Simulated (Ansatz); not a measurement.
**Band structure of AgCl**

```xyz
2
Lattice="0.0000 2.8052 2.8052 2.8052 0.0000 2.8052 2.8052 2.8052 0.0000" Properties=species:S:1:pos:R:3 pbc="T T T"
Ag    0.0000    0.0000    0.0000
Cl    2.8052    2.8052    2.8052
```

Atoms are numbered in the order listed.

Conventional cell: a = 5.610 Å, b = 5.610 Å, c = 5.610 Å, α = 90.00°, β = 90.00°, γ = 90.00°. Around Ag (atom 1) lie 6 Cl at 2.81 Å. Around Cl (atom 2) lie 6 Ag at 2.81 Å.

The structure comes from a relaxation in the same program, started in the rocksalt type, and has space group Fm-3m. Whether it is a known phase or the ground state wasn't checked.

Computed with Ansatz 0.2.0, DFT, PBE, all-electron LAPW, scalar-relativistic.

The runs use a Γ-centred 12×12×12 k mesh, Fermi–Dirac smearing of 0.08 eV, basis error target 0.5 meV/atom, no spin polarisation.

Points in fractions of the reciprocal vectors of this cell: Γ (0, 0, 0), X (0.5, 0, 0.5), U (0.625, 0.25, 0.625), K (0.375, 0.375, 0.75), L (0.5, 0.5, 0.5), W (0.5, 0.25, 0.75). The path joins them by straight lines in the order Γ–X–U–K–Γ–L–W–X; legs that retrace an earlier one aren't tabulated. Energies are in eV from the top of the valence band.

(1) Metal or insulator at this level of theory?

(2) Tabulate bands 14 to 19, counted from the lowest band of the run, along the path.

## Answers

(1) An insulator or semiconductor: gap 0.92 eV, indirect from L (0.5, 0.5, 0.5) to Γ.

(2) 
| k (1/Å) | point | band 14 | band 15 | band 16 | band 17 | band 18 | band 19 |
| --- | --- | --- | --- | --- | --- | --- | --- |
| 0.00 | Γ | -2.27 | -2.18 | -2.18 | -2.18 | 0.92 | 10.72 |
| 0.28 |  | -2.24 | -1.85 | -1.85 | -1.46 | 1.89 | 9.77 |
| 0.56 |  | -2.18 | -1.67 | -1.67 | -1.27 | 3.36 | 7.39 |
| 0.84 |  | -2.12 | -1.76 | -1.76 | -1.48 | 2.93 | 7.82 |
| 1.12 | X | -2.10 | -1.86 | -1.86 | -1.80 | 2.43 | 8.02 |
| 1.22 |  | -1.96 | -1.87 | -1.86 | -1.77 | 2.52 | 7.98 |
| 1.32 |  | -1.88 | -1.83 | -1.70 | -1.67 | 2.78 | 7.86 |
| 1.42 |  | -1.89 | -1.80 | -1.63 | -1.33 | 3.15 | 7.62 |
| 1.52 | U | -1.92 | -1.75 | -1.58 | -0.98 | 3.62 | 7.24 |
| 1.69 |  | -1.93 | -1.76 | -1.54 | -0.88 | 4.02 | 7.01 |
| 1.86 |  | -1.96 | -1.78 | -1.51 | -0.88 | 4.34 | 6.83 |
| 2.03 |  | -1.93 | -1.76 | -1.54 | -0.88 | 4.02 | 7.01 |
| 2.20 | K | -1.92 | -1.75 | -1.58 | -0.98 | 3.62 | 7.24 |
| 2.50 |  | -1.99 | -1.62 | -1.53 | -0.17 | 5.08 | 5.80 |
| 2.80 |  | -2.04 | -1.62 | -1.62 | -0.22 | 3.71 | 7.31 |
| 3.09 |  | -2.20 | -1.84 | -1.82 | -1.11 | 1.92 | 9.32 |
| 3.39 | Γ | -2.27 | -2.18 | -2.18 | -2.18 | 0.92 | 10.72 |
| 3.63 |  | -2.26 | -2.04 | -1.47 | -1.47 | 1.62 | 9.43 |
| 3.87 |  | -2.14 | -1.90 | -0.75 | -0.75 | 2.91 | 7.79 |
| 4.12 |  | -2.02 | -1.75 | -0.21 | -0.21 | 3.97 | 6.68 |
| 4.36 | L | -1.97 | -1.68 | 0.00 | 0.00 | 4.33 | 6.36 |
| 4.56 |  | -1.97 | -1.69 | -0.31 | -0.12 | 4.75 | 5.76 |
| 4.76 |  | -1.97 | -1.73 | -0.94 | -0.45 | 4.91 | 5.71 |
| 4.95 |  | -1.96 | -1.78 | -1.51 | -0.88 | 4.34 | 6.83 |
| 5.15 | W | -1.89 | -1.87 | -1.86 | -1.10 | 4.15 | 7.86 |
| 5.29 |  | -1.88 | -1.86 | -1.84 | -1.17 | 3.78 | 7.79 |
| 5.43 |  | -1.89 | -1.86 | -1.84 | -1.39 | 3.12 | 7.84 |
| 5.57 |  | -1.94 | -1.86 | -1.86 | -1.69 | 2.61 | 7.96 |
| 5.71 | X | -2.10 | -1.86 | -1.86 | -1.80 | 2.43 | 8.02 |
